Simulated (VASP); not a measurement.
# BaO (Fm-3m) in VASP: Born charges and dielectric tensor with LDA

Aim: the Born charges and dielectric tensor of BaO with LDA.

All numbers are computed with VASP 6.6.1; they aren't measurements. Logs are shortened: lines on timing, memory, paths and dates and some standing lists are left out, and cuts for length are marked.

### 1 The crystal as given

The structure is cubic, space group Fm-3m (No. 225). The conventional cell has a = 5.679 Å, b = 5.679 Å, c = 5.679 Å, α = 90.00°, β = 90.00°, γ = 90.00°. Around Ba (site symmetry m-3m) lie 6 O at 2.84 Å. O (site symmetry m-3m) is surrounded by 6 Ba at 2.84 Å.

The cell is a database's computed one.

### 2 Born charges and dielectric tensor, LDA

INCAR

```
PREC     = Accurate       # precision mode
ENCUT    = 600            # plane-wave cutoff, eV
EDIFF    = 1E-8           # SCF threshold, eV
ISMEAR   = 0              # smearing method
SIGMA    = 0.02           # smearing width, eV
LREAL    = F              # projectors in reciprocal space
LASPH    = T              # aspherical terms in the spheres
NELM     = 60             # most SCF steps
ALGO     = Normal         # electronic algorithm
ISIF     = 2              # what is computed and relaxed
LWAVE    = F              # write WAVECAR
LCHARG   = F              # write CHGCAR
GGA      = CA             # functional
LEPSILON = T              # dielectric tensor by DFPT
IBRION   = 8              # ionic algorithm
NSW      = 1              # ionic steps
```

KPOINTS

```
Automatic mesh
0
Gamma
  8 8 8
```

POSCAR

```
BaO
1.0
    0.0000000000      2.8396800000      2.8396800000
    2.8396800000      0.0000000000      2.8396800000
    2.8396800000      2.8396800000      0.0000000000
Ba O
1 1
Direct
    0.0000000000      0.0000000000      0.0000000000
    0.5000000000      0.5000000000      0.5000000000
```

Potentials or basis: VASP PAW LDA potentials, release 64 (Ba_sv, O).

On the command line:

```console
$ cat potpaw_LDA.64/Ba_sv/POTCAR potpaw_LDA.64/O/POTCAR > POTCAR
$ mpirun -np 1 vasp_std > vasp.out
```

OUTCAR:

```text
PREC = Accurate
   ENCUT = 600
   EDIFF = 1E-8
   ISMEAR = 0
   LREAL = F
   LASPH = T
   NELM = 60
   ISIF = 2
   GGA = CA
   LEPSILON = T
   IBRION = 8
   NSW = 1

 ion  position               nearest neighbor table
   1  0.000  0.000  0.000-   2 2.84   2 2.84   2 2.84   2 2.84   2 2.84   2 2.84
   2  0.500  0.500  0.500-   1 2.84   1 2.84   1 2.84   1 2.84   1 2.84   1 2.84

  LATTYP: Found a face centered cubic cell.
 ALAT       =     5.6793600000

  Lattice vectors:

 A1 = (   0.0000000000,   2.8396800000,   2.8396800000)
 A2 = (   2.8396800000,   0.0000000000,   2.8396800000)
 A3 = (   2.8396800000,   2.8396800000,   0.0000000000)

Analysis of symmetry for initial positions (statically):
=====================================================================
 Subroutine PRICEL returns:
 Original cell was already a primitive cell.

 Routine SETGRP: Setting up the symmetry group for a
 face centered cubic supercell.

 Subroutine GETGRP returns: Found 48 space group operations
 (whereof 48 operations were pure point group operations)
 out of a pool of 48 trial point group operations.

The static configuration has the point symmetry O_h .

Analysis of symmetry for dynamics (positions and initial velocities):
=====================================================================
 Subroutine PRICEL returns:
 Original cell was already a primitive cell.

 Routine SETGRP: Setting up the symmetry group for a
 face centered cubic supercell.

 Subroutine GETGRP returns: Found 48 space group operations
 (whereof 48 operations were pure point group operations)
 out of a pool of 48 trial point group operations.

The dynamic configuration has the point symmetry O_h .

 Subroutine INISYM returns: Found 48 space group operations
 (whereof 48 operations are pure point group operations),
 and found     1 'primitive' translations

----------------------------------------------------------------------------------------

[... 593 lines left out ...]

 MACROSCOPIC STATIC DIELECTRIC TENSOR (including local field effects in DFT)
 ------------------------------------------------------
           4.297482    -0.000000     0.000000
          -0.000000     4.297482    -0.000000
          -0.000000    -0.000000     4.297482
 ------------------------------------------------------

 PIEZOELECTRIC TENSOR (including local field effects)  for field in x, y, z        (e  Angst)
          XX          YY          ZZ          XY          YZ          ZX
  --------------------------------------------------------------------------------
  x     0.00000     0.00000     0.00000     0.00000     0.00000     0.00000
  y     0.00000     0.00000     0.00000     0.00000     0.00000     0.00000
  z     0.00000     0.00000     0.00000     0.00000     0.00000     0.00000

 PIEZOELECTRIC TENSOR (including local field effects)  for field in x, y, z        (C/m^2)
          XX          YY          ZZ          XY          YZ          ZX
  --------------------------------------------------------------------------------
  x     0.00000     0.00000     0.00000     0.00000     0.00000     0.00000
  y     0.00000     0.00000     0.00000     0.00000     0.00000     0.00000
  z     0.00000     0.00000     0.00000     0.00000     0.00000     0.00000

 BORN EFFECTIVE CHARGES (including local field effects) (in |e|, cummulative output)
 ---------------------------------------------------------------------------------
 ion    1
    1     2.68949    -0.00000     0.00000
    2     0.00000     2.68949     0.00000
    3     0.00000     0.00000     2.68949
 ion    2
    1    -2.68949     0.00000     0.00000
    2    -0.00000    -2.68949     0.00000
    3     0.00000     0.00000    -2.68949

 INTERNAL STRAIN TENSOR FOR ION    2 for displacements in x,y,z  (eV/Angst):
          X           Y           Z          XY          YZ          ZX
  --------------------------------------------------------------------------------
  x     0.00000     0.00000     0.00000     0.00000     0.00000     0.00000
  y     0.00000     0.00000     0.00000     0.00000     0.00000     0.00000
  z     0.00000     0.00000     0.00000     0.00000     0.00000     0.00000

 SECOND DERIVATIVES (NOT SYMMETRIZED)
 ------------------------------------
               1X          1Y          1Z          2X          2Y          2Z
  1X     0.037874    0.000000    0.000000   -0.037874    0.000000    0.000000
  1Y     0.000000    0.037874    0.000000    0.000000   -0.037874    0.000000
  1Z     0.000000    0.000000    0.037874    0.000000    0.000000   -0.037874
  2X    -0.026097    0.000000    0.000000    0.026097    0.000000    0.000000
  2Y     0.000000   -0.026097    0.000000    0.000000    0.026097    0.000000
  2Z     0.000000    0.000000   -0.026097    0.000000    0.000000    0.026097

 Eigenvectors and eigenvalues of the dynamical matrix
 ----------------------------------------------------

   1 f  =    0.044876 THz     0.281966 2PiTHz    1.496914 cm-1     0.185594 meV
             X         Y         Z           dx          dy          dz
      0.000000  0.000000  0.000000    -0.923213    0.000000    0.000000
      2.839680  2.839680  2.839680    -0.384288    0.000000    0.000000
[... 21 lines left out ...]
   6 f/i=    0.684141 THz     4.298585 2PiTHz   22.820490 cm-1     2.829379 meV
             X         Y         Z           dx          dy          dz
      0.000000  0.000000  0.000000    -0.384288    0.000000    0.000000
      2.839680  2.839680  2.839680     0.923213    0.000000    0.000000

--------------------------------------------------------------------------------------------------------

 MACROSCOPIC STATIC DIELECTRIC TENSOR IONIC CONTRIBUTION
 ------------------------------------------------------
           0.000000     0.000000     0.000000
           0.000000     0.000000     0.000000
           0.000000     0.000000     0.000000
 ------------------------------------------------------

 ELASTIC MODULI CONTR FROM IONIC RELAXATION (kBar)
 Direction    XX          YY          ZZ          XY          YZ          ZX
 --------------------------------------------------------------------------------
 XX           0.0000      0.0000      0.0000      0.0000      0.0000      0.0000
 YY           0.0000      0.0000      0.0000      0.0000      0.0000      0.0000
 ZZ           0.0000      0.0000      0.0000      0.0000      0.0000      0.0000
 XY           0.0000      0.0000      0.0000      0.0000      0.0000      0.0000
 YZ           0.0000      0.0000      0.0000      0.0000      0.0000      0.0000
 ZX           0.0000      0.0000      0.0000      0.0000      0.0000      0.0000
 --------------------------------------------------------------------------------

 PIEZOELECTRIC TENSOR IONIC CONTR  for field in x, y, z        (C/m^2)
          XX          YY          ZZ          XY          YZ          ZX
  --------------------------------------------------------------------------------
  x     0.00000     0.00000     0.00000     0.00000     0.00000     0.00000
  y     0.00000     0.00000     0.00000     0.00000     0.00000     0.00000
  z     0.00000     0.00000     0.00000     0.00000     0.00000     0.00000
```

OSZICAR:

```text
N       E                     dE             d eps       ncg     rms          rms(c)
DAV:   1     0.961875745698E+02    0.96188E+02   -0.86913E+03   696   0.138E+03
DAV:   2    -0.104828462480E+02   -0.10667E+03   -0.96924E+02  1052   0.236E+02
[... 13 lines left out ...]
RMM:   8    -0.360381313332E+00    0.14774E-05   -0.14363E-06  2913   0.775E-04    0.150E-04
RMM:   9    -0.360380678598E+00    0.63473E-06   -0.32994E-07  3039   0.266E-04    0.715E-05
RMM:  10    -0.360381079885E+00   -0.40129E-06   -0.33415E-07  2934   0.118E-04    0.199E-05
RMM:  11    -0.360381297201E+00   -0.21732E-06    0.49819E-08  3047   0.451E-05    0.701E-06
RMM:  12    -0.360381334745E+00   -0.37544E-07   -0.53325E-08  3107   0.191E-05    0.105E-06
RMM:  13    -0.360381327353E+00    0.73922E-08   -0.68927E-10  2821   0.869E-06    0.780E-07
 Linear response finished
```

stdout:

```text
POSCAR found type information on POSCAR BaO
 POSCAR found :  2 types and       2 ions
 scaLAPACK will be used
 LDA part: xc-table for (Slater(with rela. corr.)+CA(PZ))
 , standard interpolation
 POSCAR, INCAR and KPOINTS ok, starting setup
 FFT: planning ... GRIDC
 FFT: planning ... GRID_SOFT
 FFT: planning ... GRID
[... 24 lines left out ...]
 Linear response to external field, progress :
  Direction:   3
 dielectric tensor                  component  3 :     0.010     0.112     4.297
 Linear response DOF=           2
 Linear response progress:
 first order change of Fermi-energy   0.14188E-03
 force on displaced ion       1 direction 1 :   0.038   0.000   0.000
 Born effective charge ion    1 direction 1 :   2.689   0.000   0.000
 Linear response progress:
 first order change of Fermi-energy  -0.28058E-03
 force on displaced ion       2 direction 1 :   0.026   0.000   0.000
 Born effective charge ion    2 direction 1 :  -2.690   0.000   0.000
 Born effective charges drift removed
 Linear response finished
```

Wall time 5.1 min (1 thread of Intel Xeon Platinum 8259CL at 2.50GHz (Skylake/Cascade Lake), shared host); peak memory 0.26 GiB.

What came out:

```
Band gap on the k mesh                                  : 2.07 eV, direct
Electronic dielectric tensor (diagonal)                 : 4.30
Born charges (mean of the diagonal)                     : Ba +2.69; O -2.69 e
Highest phonon frequency at Γ, LO-TO splitting left out : 1 cm⁻¹
Most unstable mode                                      : 23i cm⁻¹
```

Levels at points of the mesh, in eV from the valence-band top:
```
           k point  band 4  band 5  band 6  band 7  band 8  band 9  band 10  band 11  band 12
(0.00, 0.00, 0.00)  -10.40  -10.40   -0.18   -0.18   -0.18    3.04     4.64     4.64     4.64
(0.50, 0.00, 0.00)  -10.51  -10.51   -1.79   -1.19   -1.19    4.75     6.91     6.91     7.57
(0.50, 0.50, 0.00)  -10.88  -10.88   -0.06   -0.06    0.00    2.07     5.65     8.59     8.72
```

Phonon frequencies in cm⁻¹ (negative: imaginary):
```csv
q point,frequencies
"(0.000, 0.000, 0.000)",-23 -23 -23 1 1 1
```

Electronic dielectric tensor:
```
4.30 0.00 0.00
0.00 4.30 0.00
0.00 0.00 4.30
```

Born effective charge tensors (e):
atom 1, Ba
```
2.69 0.00 0.00
0.00 2.69 0.00
0.00 0.00 2.69
```
atom 2, O
```
-2.69  0.00  0.00
 0.00 -2.69  0.00
 0.00  0.00 -2.69
```

Caveat: some modes are imaginary; spin-orbit coupling is left out, which moves the levels of the heavy elements.
